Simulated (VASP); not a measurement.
# Al (Fm-3m) in VASP: a series of runs

One crystal, Al, is run at these levels: LDA; tasks: single point.

Everything below comes from runs of VASP 6.6.1. Logs are shortened: lines on timing, memory, paths and dates and some standing lists are left out, and cuts for length are marked.

## Step 1: The undisturbed crystal

Symmetry: Fm-3m, No. 225, cubic system. The conventional cell has a = 4.050 Å, b = 4.050 Å, c = 4.050 Å, α = 90.00°, β = 90.00°, γ = 90.00°. Al (site symmetry m-3m) is surrounded by 12 Al at 2.86 Å.

## Step 2: Single point, LDA (grid = ENCUT=350 dk=0.35 cell=3x3x3 ISMEAR=1 SIGMA=0.1 LREAL=Auto EDIFF=1e-06)

INCAR reads:

```
PREC     = Accurate       # precision mode
ENCUT    = 350            # plane-wave cutoff, eV
EDIFF    = 1E-6           # SCF threshold, eV
ISMEAR   = 1              # smearing method
SIGMA    = 0.1            # smearing width, eV
LREAL    = Auto         
LASPH    = T              # aspherical terms in the spheres
NELM     = 120            # most SCF steps
ALGO     = Fast           # electronic algorithm
ISIF     = 2              # what is computed and relaxed
LWAVE    = F              # write WAVECAR
LCHARG   = F              # write CHGCAR
NBANDS   = 66             # bands
```

KPOINTS reads:

```
regular mesh
0
Gamma
  3 3 3
```

POSCAR reads:

```
Al
1.0
    0.0000000000      6.0744150000      6.0744150000
    6.0744150000      0.0000000000      6.0744150000
    6.0744150000      6.0744150000      0.0000000000
Al
27
Direct
    0.0000000000      0.0000000000      0.0000000000
    0.0000000000      0.0000000000      0.3333333333
    0.0000000000      0.0000000000      0.6666666667
    0.0000000000      0.3333333333      0.0000000000
    0.0000000000      0.3333333333      0.3333333333
    0.0000000000      0.3333333333      0.6666666667
    0.0000000000      0.6666666667      0.0000000000
    0.0000000000      0.6666666667      0.3333333333
    0.0000000000      0.6666666667      0.6666666667
    0.3333333333      0.0000000000      0.0000000000
    0.3333333333      0.0000000000      0.3333333333
    0.3333333333      0.0000000000      0.6666666667
    0.3333333333      0.3333333333      0.0000000000
    0.3333333333      0.3333333333      0.3333333333
    0.3333333333      0.3333333333      0.6666666667
    0.3333333333      0.6666666667      0.0000000000
    0.3333333333      0.6666666667      0.3333333333
    0.3333333333      0.6666666667      0.6666666667
    0.6666666667      0.0000000000      0.0000000000
    0.6666666667      0.0000000000      0.3333333333
    0.6666666667      0.0000000000      0.6666666667
    0.6666666667      0.3333333333      0.0000000000
    0.6666666667      0.3333333333      0.3333333333
    0.6666666667      0.3333333333      0.6666666667
    0.6666666667      0.6666666667      0.0000000000
    0.6666666667      0.6666666667      0.3333333333
    0.6666666667      0.6666666667      0.6666666667
```

Potentials or basis: VASP PAW LDA potentials, release 64 (Al).

Run with:

```bash
> cat potpaw_LDA.64/Al/POTCAR > POTCAR
> mpirun -np 1 vasp_std > vasp.out
```

OUTCAR:

```text
PREC = Accurate
   ENCUT = 350
   EDIFF = 1E-6
   ISMEAR = 1
   LREAL = Auto
   LASPH = T
   NELM = 120
   ISIF = 2

 Found      4 irreducible k-points:

 Following reciprocal coordinates:
            Coordinates               Weight
  0.000000  0.000000  0.000000      1.000000
  0.333333  0.000000  0.000000      8.000000
  0.333333  0.333333  0.000000      6.000000
 -0.333333  0.333333  0.000000     12.000000
   k-points           NKPTS =      4   k-points in BZ     NKDIM =      4   number of bands    NBANDS=     66
   number of dos      NEDOS =    301   number of ions     NIONS =     27
   total plane-waves  NPLWV = 157464
   dimension x,y,z NGX =    54 NGY =   54 NGZ =   54
   dimension x,y,z NGXF=   108 NGYF=  108 NGZF=  108
   ions per type =              27
   NGX,Y,Z   is equivalent  to a cutoff of  10.45, 10.45, 10.45 a.u.
   NGXF,Y,Z  is equivalent  to a cutoff of  20.90, 20.90, 20.90 a.u.
 SYSTEM =  unknown system
   PREC   = accura    normal or accurate (medium, high low for compatibility)
   ISTART =      0    job   : 0-new  1-cont  2-samecut
   ICHARG =      2    charge: 1-file 2-atom 10-const
   ISPIN  =      1    spin polarized calculation?
   LNONCOLLINEAR =      F non collinear calculations
   LSORBIT =      F    spin-orbit coupling
   LASPH  =      T    aspherical Exc in radial PAW
   ENCUT  =  350.0 eV  25.72 Ry    5.07 a.u.  13.10 13.10 13.10*2*pi/ulx,y,z
   NELM   =    120;   NELMIN=  2; NELMDL= -5     # of ELM steps
   EDIFF  = 0.1E-05   stopping-criterion for ELM
   LREAL  =      T    real-space projection
   EDIFFG = 0.1E-04   stopping-criterion for IOM
   NSW    =      0    number of steps for IOM
[... 5 lines left out ...]
   TEBEG  =    0.0;   TEEND  =   0.0 temperature during run
   PSTRESS=    0.0 pullay stress
   NELECT =      81.0000    total number of electrons
   NUPDOWN=      -1.0000    fix difference up-down
   EMIN   =  10.00;   EMAX   =-10.00  energy-range for DOS
   EFERMI =   0.00;   METHOD = LEGACY
   ISMEAR =     1;   SIGMA  =   0.10  broadening in eV -4-tet -1-fermi 0-gaus
   EFERMI_NEDOS =   21; number of points for ismear=-14 and -15
   IALGO  =     68    algorithm
   IMIX   =      4    mixing-type and parameters
     AMIX     =   0.40;   BMIX     =  1.00
     AMIX_MAG =   1.60;   BMIX_MAG =  1.00
  volume/ion in A,a.u.               =      16.60       112.04
  Fermi-wavevector in a.u.,A,eV,Ry     =   0.925526  1.748991 11.654733  0.856599
  Thomas-Fermi vector in A             =   2.051390
   LORBIT       =      0    0 simple, 1 ext, 2 COOP (PROOUT), +10 PAW based schemes
   GGA     = CA    functional components
   LHFCALC =     F    Hartree Fock is set to
   AEXX    =    0.0000 exact exchange contribution
   IVDW    =     0    specifies the selected vdW correction
   LEPSILON=     F    determine dielectric tensor
   LRPA    =     F    only Hartree local field effects (RPA)
 non-spin polarized calculation
 RMM-DIIS sequential band-by-band and
 Methfessel and Paxton  Order N= 1 SIGMA  =   0.10
  energy-cutoff  :      350.00
  volume of cell :      448.27
 maximum number of plane-waves:      6663
 NGX is ok and might be reduce to    54
   NGX = 27   NGY = 27   NGZ = 27

 number of electron      80.9999999 magnetization

 Free energy of the ion-electron system (eV)
  ---------------------------------------------------
  ext. energy  EPLUGINS =         0.00000000
  ---------------------------------------------------
  free energy    TOTEN  =      -112.11209432 eV

  energy without entropy =     -112.07646008  energy(sigma->0) =     -112.10021624

 E-fermi :   7.7138     XC(G=0): -10.3202

 val. band max:        7.5841028006   @ k =   0.3333   0.3333   0.0000
 cond. band min:       7.7388658977   @ k =  -0.3333   0.3333   0.0000
 fundamental gap:      0.1547630970
 Fermi energy:         7.7137705536

 k-point     1 :       0.0000    0.0000    0.0000
  band No.  band energies     occupation
      1      -3.3299      2.00000
      2      -0.3593      2.00000
      3      -0.3593      2.00000
      4      -0.3593      2.00000
      5      -0.3593      2.00000
      6      -0.3593      2.00000
[... 44 lines left out ...]
     51       8.0795     -0.00000
     52       8.2174     -0.00000

 k-point     2 :       0.3333    0.0000    0.0000
  band No.  band energies     occupation
      1      -2.9967      2.00000
      2      -2.0019      2.00000
      3      -0.6863      2.00000
      4      -0.6863      2.00000
      5      -0.6863      2.00000
      6      -0.3596      2.00000
[... 44 lines left out ...]
     51       9.6811     -0.00000
     52       9.6811     -0.00000

 k-point     3 :       0.3333    0.3333    0.0000
  band No.  band energies     occupation
      1      -2.8858      2.00000
      2      -1.5619      2.00000
      3      -1.2329      2.00000
      4      -1.2329      2.00000
      5      -1.2329      2.00000
      6      -1.2329      2.00000
[... 44 lines left out ...]
     51       9.7436      0.00000
     52       9.7436      0.00000

 k-point     4 :      -0.3333    0.3333    0.0000
  band No.  band energies     occupation
      1      -2.4431      2.00000
      2      -2.1120      2.00000
      3      -2.1120      2.00000
      4      -1.1234      2.00000
      5      -1.1234      2.00000
      6       0.1840      2.00000
[... 44 lines left out ...]
     51       9.4617     -0.00000
     52       9.4617     -0.00000
 [bands above 52 left out]

------------------------ aborting loop because EDIFF is reached ----------------------------------------

  FORCE on cell =-STRESS in cart. coord.  units (eV):
  Direction    XX          YY          ZZ          XY          YZ          ZX
  --------------------------------------------------------------------------------------
  -------------------------------------------------------------------------------------
  Total       -9.6240394     -9.6240394     -9.6240394     -0.0000000     -0.0000000     -0.0000000
  in kB      -34.3973197    -34.3973197    -34.3973197     -0.0000000     -0.0000000     -0.0000000
  external PRESSURE =     -34.3973197 kB  Pullay stress =       0.0000000 kB

 VOLUME and BASIS-vectors are now :
 -----------------------------------------------------------------------------
  energy-cutoff  :      350.00
  volume of cell :      448.27
      direct lattice vectors                 reciprocal lattice vectors
     0.000000000  6.074415000  6.074415000    -0.082312453  0.082312453  0.082312453
     6.074415000  0.000000000  6.074415000     0.082312453 -0.082312453  0.082312453
     6.074415000  6.074415000  0.000000000     0.082312453  0.082312453 -0.082312453

 POSITION                                       TOTAL-FORCE (eV/Angst)
 -----------------------------------------------------------------------------------
      0.00000      0.00000      0.00000        -0.000000     -0.000000      0.000000
      2.02480      2.02480      0.00000        -0.000000     -0.000000     -0.000000
      4.04961      4.04961      0.00000        -0.000000      0.000000      0.000000
      2.02480      0.00000      2.02480        -0.000000      0.000000      0.000000
      4.04961      2.02480      2.02480         0.000000     -0.000000      0.000000
      6.07442      4.04961      2.02480        -0.000000      0.000000      0.000000
[... 19 lines left out ...]
      6.07442      6.07442      8.09922         0.000000     -0.000000      0.000000
      8.09922      8.09922      8.09922        -0.000000     -0.000000     -0.000000
 -----------------------------------------------------------------------------------
    total drift:                               -0.000000     -0.000000     -0.000000

  FREE ENERGIE OF THE ION-ELECTRON SYSTEM (eV)
  ---------------------------------------------------
  free  energy   TOTEN  =      -112.1120943169 eV

  energy  without entropy=     -112.0764600842  energy(sigma->0) =     -112.10021624
```

stdout:

```text
POSCAR found type information on POSCAR Al
 POSCAR found :  1 types and      27 ions
 scaLAPACK will be used
 LDA part: xc-table for (Slater(with rela. corr.)+CA(PZ))
 , standard interpolation
 POSCAR, INCAR and KPOINTS ok, starting setup
 FFT: planning ... GRIDC
 FFT: planning ... GRID_SOFT
 FFT: planning ... GRID
 WAVECAR not read
 entering main loop
```

It took 1.7 min on 1 thread of Intel Xeon Platinum 8259CL at 2.50GHz (Skylake/Cascade Lake), shared host; peak memory 0.29 GiB.

These settings aren't checked as converged: the numbers below hold their error.

Results:

```
Free energy            : -112.1121 eV
Pressure               : -3.4 GPa
Band gap on the k mesh : none (metal or under the smearing width)
```

## Step 3: Single point, LDA (grid = ENCUT=350 dk=0.35 cell=3x3x3 ISMEAR=1 SIGMA=0.2 LREAL=Auto EDIFF=1e-06)

Changes to INCAR since step 2:

```diff
@@ -4,3 +4,3 @@
 ISMEAR   = 1              # smearing method
-SIGMA    = 0.1            # smearing width, eV
+SIGMA    = 0.2            # smearing width, eV
 LREAL    = Auto
```

KPOINTS is that of step 2.

POSCAR is that of step 2.

Potentials or basis: VASP PAW LDA potentials, release 64 (Al).

Run with:

```bash
> cat potpaw_LDA.64/Al/POTCAR > POTCAR
> mpirun -np 1 vasp_std > vasp.out
```

It took 97 s on 1 thread of Intel Xeon Platinum 8259CL at 2.50GHz (Skylake/Cascade Lake), shared host; peak memory 0.28 GiB.

The run converged, but some of its settings lie outside the range that counts as converged, so its numbers aren't taken as properties of the crystal.

What came out:

| Property | Result |
| --- | --- |
| Free energy | -112.1298 eV |
| Pressure | -3.4 GPa |
| Band gap on the k mesh | none (metal or under the smearing width) |
